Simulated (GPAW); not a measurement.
# C3N4 (P1) in GPAW: single point with LDA

Aim: the single point of C3N4 with LDA.

Program: GPAW 26.7.0. These are calculated values, not measurements. Logs are shortened: lines on timing, memory, paths and dates and some standing lists are left out, and cuts for length are marked. The log counts tension as positive stress, the text compression.

## (1) The cell of the first run

The typed cell holds 7 atoms: a = 3.457 Å, b = 3.457 Å, c = 3.457 Å, α = 90.00°, β = 90.00°, γ = 90.00°.

The cell comes from a database or a generator and needn't be the stable form of this composition.

## (2) Single point, LDA (atoms moved at random, drawn with an rms of 0.15 Å)

Input file run.py:

```python
from ase.dft.bandgap import bandgap
from ase.io import read, write
from ase.units import GPa
from gpaw import GPAW, PW

atoms = read('POSCAR')

calc = GPAW(mode=PW(800),
            xc='LDA',
            kpts={'size': (8, 8, 8), 'gamma': True},
            occupations={'name': 'methfessel-paxton', 'order': 0, 'width': 0.05},
            nbands=31,
            convergence={'density': 1e-05, 'energy': 1e-05},
            maxiter=150,
            txt='gpaw.txt')
atoms.calc = calc
energy = atoms.get_potential_energy()
forces = atoms.get_forces()
stress = atoms.get_stress()
calc.write('gs.gpw')
write('result.traj', atoms)
print(f'Energy: {energy:.6f} eV')
print('Forces (eV/A):')
print(forces.round(4))
print('Stress (GPa):', (stress / GPa).round(3))
print('Fermi level:', round(calc.get_fermi_level(), 4), 'eV')
print(f'Gap: {bandgap(calc)[0]:.4f} eV, direct: {bandgap(calc, direct=True)[0]:.4f} eV')
```

Input file POSCAR:

```
C3N4
1.0
    3.4567650000      0.0000000000      0.0000000000
    0.0000000000      3.4567650000      0.0000000000
    0.0000000000      0.0000000000      3.4567650000
N C
4 3
Direct
    0.7693560000      0.2482120000      0.2305800000
    0.2638610000      0.7356230000      0.2448820000
    0.7847220000      0.7867770000      0.8024870000
    0.2729030000      0.2620950000      0.7295080000
    0.0077220000      0.5154450000     -0.0402550000
    0.5323780000      0.0336720000     -0.0148900000
   -0.0296830000     -0.0147730000      0.4694120000
```

Potentials or basis: the program's PAW data sets (release 1.2.1) made for this functional, pw.

Run with:

```console
$ OMP_NUM_THREADS=1 python run.py
```

gpaw.txt:

```text
__  _  _
 | _ |_)|_||  |
 |__||  | ||/\| - 26.7.0

Input parameters:
  mode=PW(ecut=800.0),
  convergence={'density': 1e-05, 'energy': 1e-05},
  kpts=MonkhorstPack(size=(8, 8, 8), gamma=True),
  maxiter=150,
  nbands=31,
  occupations=Occupations(name='methfessel-paxton', order=0, width=0.05),
  xc=XC(name='LDA')

Diagonalizing LCAO Hamiltonian
Converting LCAO to pw mode
   .-------.
  /|     N |
 * | C     C
 | |N      |
 | .-N-----.
 |/     N /
 *-------*

Atoms  # Å, Bohr magnetons
|   | symbol |         x |         y |         z |    initial magnetic moments |
|---|--------|-----------|-----------|-----------|-----------------------------|
| 0 |      N |  2.659483 |  0.858011 |  0.797061 | ( 0.0000,  0.0000,  0.0000) |
| 1 |      N |  0.912105 |  2.542876 |  0.846500 | ( 0.0000,  0.0000,  0.0000) |
| 2 |      N |  2.712600 |  2.719703 |  2.774009 | ( 0.0000,  0.0000,  0.0000) |
| 3 |      N |  0.943362 |  0.906001 |  2.521738 | ( 0.0000,  0.0000,  0.0000) |
| 4 |      C |  0.026693 |  1.781772 | -0.139152 | ( 0.0000,  0.0000,  0.0000) |
| 5 |      C |  1.840306 |  0.116396 | -0.051471 | ( 0.0000,  0.0000,  0.0000) |
| 6 |      C | -0.102607 | -0.051067 |  1.622647 | ( 0.0000,  0.0000,  0.0000) |

Unit cell  # Å
| periodic |        x |        y |        z |  lengths |    angles |
|----------|----------|----------|----------|----------|-----------|
|      yes | 3.456765 | 0.000000 | 0.000000 | 3.456765 | 90.000000 |
|      yes | 0.000000 | 3.456765 | 0.000000 | 3.456765 | 90.000000 |
|      yes | 0.000000 | 0.000000 | 3.456765 | 3.456765 | 90.000000 |

Number of symmetries: 1
Symmetry operations  # r_c * U_cc + t_c -> r_c
|   | kind |            matrix            |
|---|------|------------------------------|
| 0 |  E   |  1, 0, 0,  0, 1, 0,  0, 0, 1 |

BZ-sampling:
  Number of BZ points: 512
  Number of IBZ points: 260

  Monkhorst-Pack size: [8, 8, 8]
  Monkhorst-Pack shift: [0.0625, 0.0625, 0.0625]

K-points  # in reciprocal-cell coordinates
|     |                                coordinates |     weight |
|-----|--------------------------------------------|------------|
|   0 | (  0.00000000,   0.00000000,   0.00000000) | 0.00195312 |
|   1 | (  0.00000000,   0.00000000,   0.12500000) | 0.00390625 |
|   2 | (  0.00000000,   0.00000000,   0.25000000) | 0.00390625 |
|   3 | (  0.00000000,   0.00000000,   0.37500000) | 0.00390625 |
|   4 | (  0.00000000,   0.00000000,   0.50000000) | 0.00195312 |
|   5 | (  0.00000000,   0.12500000,  -0.37500000) | 0.00390625 |
|   6 | (  0.00000000,   0.12500000,  -0.25000000) | 0.00390625 |
|   7 | (  0.00000000,   0.12500000,  -0.12500000) | 0.00390625 |
|   8 | (  0.00000000,   0.12500000,   0.00000000) | 0.00390625 |
|   9 | (  0.00000000,   0.12500000,   0.12500000) | 0.00390625 |
| ... |                                            |            |
| 259 | (  0.50000000,   0.50000000,   0.50000000) | 0.00195312 |

Plane wave coefficients: 2176
Cutoff: 800.0 eV

Spin-components: 1 (collinear spins)
Bands:           31
Projectors:      35
Spin-degeneracy: 2
Datatype:        complex128

Parallelization:
  kpt:    1
  domain: 1
  band:   1

Density:
  Valence electrons: 32.0
  Components: 1
  Grid points: [24 24 24]
  Charge: 0.0  # |e|

Potential:
  Grid points: [24 24 24]

species:
  N:
    name:    Nitrogen
    Z:       7.0
    valence: 5
    core:    2
    charge:  0.0  # [|e|]
    compensation charges:
      type: gauss
      rc: 0.18  # [Å]
      lmax: 2
    cutoffs:
      filter: 1.11  # [Å]
      core: 0.96  # [Å]
    projectors
    | kind |    occ | energy [eV] | rcut [Å] |
    |------|--------|-------------|----------|
    |   2s |  2.000 |     -18.420 |    0.603 |
    |   2p |  3.000 |      -7.237 |    0.529 |
    |    s |        |       8.791 |    0.603 |
    |    p |        |      19.974 |    0.529 |
    |    d |        |       0.000 |    0.577 |

    Using partial waves for N as LCAO basis

  C:
    name:    Carbon
    Z:       6.0
    valence: 4
    core:    2
    charge:  0.0  # [|e|]
    compensation charges:
      type: gauss
      rc: 0.20  # [Å]
      lmax: 2
    cutoffs:
      filter: 1.14  # [Å]
      core: 1.14  # [Å]
    projectors
    | kind |    occ | energy [eV] | rcut [Å] |
    |------|--------|-------------|----------|
    |   2s |  2.000 |     -13.639 |    0.635 |
    |   2p |  2.000 |      -5.414 |    0.635 |
    |    s |        |      13.573 |    0.635 |
    |    p |        |      21.797 |    0.635 |
    |    d |        |       0.000 |    0.635 |

    Using partial waves for C as LCAO basis

Reference energy: -8939.905388  # eV

eigensolver:
  PPCG
  Converge bands: occupied
  niter=2

density mixing:
  MSR1-Mixer
  Pratt-step length: 0.05
  Maximum mixing coefficient: 0.75
  Old densities: 10
  SVD Regularization: 0.005
  Good broyden scale: 1.0
  Trust region scale: 1.0
  Backstep threshold: 4.0
  History deletion threshold: 6.0
  Fourier metric: weight=20.0, sigma=0.015

occupation numbers:
  Methfessel-Paxton:
    width: 0.0500  # eV
    order: 0

poisson solver:
  ecut: 6400.0  # eV

xc functional:
  name: None

convergence criteria:
[... 6 lines left out ...]
|iter     | |      energy | eigst |  dens |
|---------|-|-------------|-------|-------|
|iter:   1| |  -64.955148 | +0.36 |       |
|iter:   2| |  -64.332345 | -2.03 | -0.80 |
|iter:   3| |  -61.970273 | -1.19 | -0.85 |
|iter:   4| |  -61.917326 | -2.45 | -1.44 |
|iter:   5| |  -61.913155 | -3.38 | -1.95 |
|iter:   6| |  -61.912870 | -4.35 | -2.46 |
|iter:   7| |  -61.912824 | -5.20 | -2.86 |
|iter:   8| |  -61.912825c| -6.93 | -3.68 |
|iter:   9| |  -61.912825c| -7.76c| -4.24 |
|iter:  10| |  -61.912825c| -7.88c| -4.70 |
|iter:  11| |  -61.912825c| -8.61c| -5.27c|

Converged in 11 steps
Energy contributions relative to reference atoms: (reference = -8939.905388)

Energy contributions:
  Kinetic:          58.732582
  Coulomb:         -50.189257
  Zero:              0.439603
  External:          0.000000
  Xc:              -70.895754
  Entropy:          -0.000000
  Spinorbit:         0.000000
  ----------------------------
  Free energy:     -61.912825
  Extrapolated:    -61.912825

dipole moment: (0.022034, 0.977693, 11.949466)  # |e|*Ang

Fermi level: 11.947
Eigenvalues  # (at kpt = [0.000, 0.000, 0.000])
| band index |      eig [eV] | occ [0-2] |
|------------|---------------|-----------|
|          0 |       -13.367 |     2.000 |
|        ... |               |           |
|          8 |         2.821 |     2.000 |
|          9 |         3.351 |     2.000 |
|         10 |         4.112 |     2.000 |
|         11 |         5.539 |     2.000 |
|         12 |         5.843 |     2.000 |
|         13 |        11.023 |     2.000 |
[... 8 lines left out ...]
|         22 |        19.422 |     0.000 |
|         23 |        20.048 |     0.000 |
|        ... |               |           |
|         30 |        30.947 |     0.000 |

Gap: 0.813 eV
Transition (v -> c):
  (s=0, k=259, n=15, [0.50, 0.50, 0.50]) -> (s=0, k=0, n=16, [0.00, 0.00, 0.00])
Direct/indirect transitions are different
Direct gap: 0.966 eV
Transition at: (s=0, k=0, n=15, [0.00, 0.00, 0.00])

Forces  # eV/Ang
|        x |        y |        z |
|----------|----------|----------|
| -0.42011 |  1.01270 |  0.62551 |  # N    0
| -1.46148 |  2.01353 | -0.16614 |  # N    1
| -1.62513 | -0.05108 | -8.24871 |  # N    2
| -1.63347 | -0.32828 |  0.40841 |  # N    3
|  4.27893 | -2.17254 |  4.62416 |  # C    4
| -4.39656 | -1.18400 |  1.34424 |  # C    5
|  5.25801 |  0.70979 |  1.41273 |  # C    6

Stress tensor  # eV/Ang^3
|         x |         y |         z |
|-----------|-----------|-----------|
|  0.071458 | -0.018528 | -0.029654 |
| -0.018528 |  0.024015 | -0.055881 |
| -0.029654 | -0.055881 | -0.014506 |

# Writing to gs.gpw (mode='')
```

It took 4.9 min on 1 thread of Arm Neoverse V2, shared host; peak memory 0.58 GiB.

What came out:

```yaml
Free_energy: -61.9128 eV
Pressure: -4.3 GPa
Largest_force: 8.407 eV/Å
Band_gap_on_the_k_mesh: 0.81 eV, indirect (least direct gap 0.97 eV)
```

Forces on the atoms (eV/Å):
```
N   -0.420  1.013  0.626
N   -1.461  2.014 -0.166
N   -1.625 -0.051 -8.249
N   -1.633 -0.328  0.408
C    4.279 -2.173  4.624
C   -4.397 -1.184  1.344
C    5.258  0.710  1.413
```

Stress tensor (GPa, compression positive):
```
-11.45   2.97   4.75
  2.97  -3.85   8.95
  4.75   8.95   2.32
```

Caveat: forces of over 1 eV/Å show positions far from the minimum, so gaps and moduli don't describe the material at rest.
